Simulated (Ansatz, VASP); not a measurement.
Bi: VASP beside Ansatz

Contents of INCAR:

```
SYSTEM = Bi
ALGO = Normal
EDIFF = 1E-6
ENCUT = 520
GGA = PS
ISIF = 2
ISMEAR = 0
LASPH = .TRUE.
LCHARG = .FALSE.
LREAL = .FALSE.
LWAVE = .FALSE.
NBANDS = 22
NELM = 100
PREC = Accurate
SIGMA = 0.1
```

KPOINTS

```
k-points
0
G
  6 6 4
  0 0 0
```

File POSCAR:

```
Bi
1.0
    3.2383762460      0.0000000000      0.0000000000
    0.0000000000      3.2216433200      0.0000000000
   -0.0804548793      0.0000000000      6.4438887882
Bi
2
Direct
    0.4557527500      0.0000000000      0.2504221100
    0.5442472500      0.0000000000      0.7495778900
```

Input for Ansatz:

```yaml
crystal:
  lattice:
    - [3.238376246, 0.0, 0.0]
    - [0.0, 3.22164332, 0.0]
    - [-0.0804548793, 0.0, 6.4438887882]
  atoms:
    - { symbol: Bi, position: [0.45575275, 0.0, 0.25042211] }
    - { symbol: Bi, position: [0.54424725, 0.0, 0.74957789] }
basis:
  ecutwfc: 420
kpoints:
  mp_grid: { grid: [6, 6, 4] }
hamiltonian:
  xc: pbesol
scf:
  occupations: { method: gaussian, width: 0.1 }
output:
  forces: true
  stress: true
  eigenvalues: true
```

This isn't the form of Bi at room conditions, which is rhombohedral.

Alike in both runs: task single point; functional PBEsol; k mesh 6 × 6 × 4; occupations gaussian, width 0.1 eV; no spin polarisation.

```csv
,VASP,Ansatz
version,VASP 6.6.1,Ansatz 0.2.0
potentials or method,"VASP PAW PBE potentials, release 64 (Bi_d)","scalar-relativistic, plane waves, PAW"
plane-wave cutoff (eV),520,420
valence electrons in the cell,30,30
```

|  | VASP | Ansatz | Ansatz less VASP |
| --- | --- | --- | --- |
| gap on the k mesh at the Fermi level (eV) | none | none | - |
| pressure (GPa) | -0.3 | -0.2 | +0.08 |
| largest component of the traceless stress (GPa) | 3.88 | 3.88 | +0.001 |
| rms of the force components (eV/Å) | 0.016 | 0.015 | -0.0003 |

Atom by atom the forces differ by 0.000 eV/Å (rms over components). A gap of «none» marks a metal or a gap that the smearing closes.

Caveats: the PAW data sets were made with another functional, which shifts forces and pressure a little (VASP); spin-orbit coupling is left out, which moves the levels of the heavy elements.
